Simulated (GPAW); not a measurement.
**In: relaxation of cell and atoms with PBEsol**

In:

```
CELL_PARAMETERS angstrom
3.33548 0.00000 0.00000
-1.66774 2.88861 0.00000
0.00000 0.00000 5.50914
ATOMIC_POSITIONS crystal
In 0.66667 0.33333 0.75000
In 0.33333 0.66667 0.25000
```

This isn't the form of In at room conditions, which is tetragonal.

```yaml
Program: GPAW 26.7.0
Task: relaxation of cell and atoms
Functional: PBEsol
Potentials_or_basis: PAW data sets generated in the run's folder for this functional
Cutoff: 600 eV
Basis: pw
k_mesh: 7 × 7 × 4
Occupations: fermi-dirac, width 0.05 eV
Spin: no spin polarisation
Target_pressure: 30 GPa
Maxiter: 150
Optimizer: BFGS
Fmax: 0.02 eV/Å
Max_steps: 60
Target_pressure: 30 GPa
Convergence: density=1e-05 forces=0.0001
```

```json
{
 "Relaxed volume": "18.75 Å³/atom",
 "Relaxed cell": "a = 2.979 Å, b = 2.979 Å, c = 4.880 Å, α = 90.00°, β = 90.00°, γ = 120.00°",
 "Space group after relaxing (to 0.05 Å)": "P6_3/mmc (No. 194)",
 "Energy change on relaxing (the enthalpy is what falls)": "+442.4 meV/atom",
 "Ionic steps": "7",
 "Pressure after relaxing": "30.1 GPa",
 "Band gap on the k mesh": "none (metal or under the smearing width)"
}
```

Stress tensor (GPa, compression positive):
```
30.11  0.00  0.00
 0.00 30.11  0.00
 0.00  0.00 29.96
```

The path:
```
step  energy change (eV)  largest force (eV/Å)  pressure (GPa)  volume (Å³)
   1              0.0000                0.0000           -2.06        53.08
   2              0.0157                0.0001            3.51        47.37
   3              1.3313                0.0001           41.12        35.48
   4              0.7915                0.0000           27.68        38.02
   5              0.8774                0.0000           29.87        37.54
   6              0.8831                0.0000           30.02        37.51
   7              0.8848                0.0000           30.06        37.50
```

Final structure:
```
In
1.0
     2.97880    0.00000    0.00000
    -1.48940    2.57971    0.00000
     0.00000    0.00000    4.87989
In
2
Direct
  0.66667 0.33333 0.75000
  0.33333 0.66667 0.25000
```

Levels at points of the mesh, in eV from the Fermi level:
| k point | band 11 | band 12 | band 13 | band 14 | band 15 | band 16 |
| --- | --- | --- | --- | --- | --- | --- |
| (0.00, 0.00, 0.00) | -12.36 | -5.20 | -4.52 | 10.86 | 10.86 | 11.55 |
| (0.00, 0.00, 0.50) | -10.51 | -10.51 | 3.96 | 3.96 | 11.84 | 11.84 |

It took 110 s on 1 thread of Arm Neoverse V1, with other jobs on the host, peak memory 0.25 GiB.

Caveat: later steps reuse the first step's grids; the volume moved by over 15 % at a fixed basis, so the end points are rough.
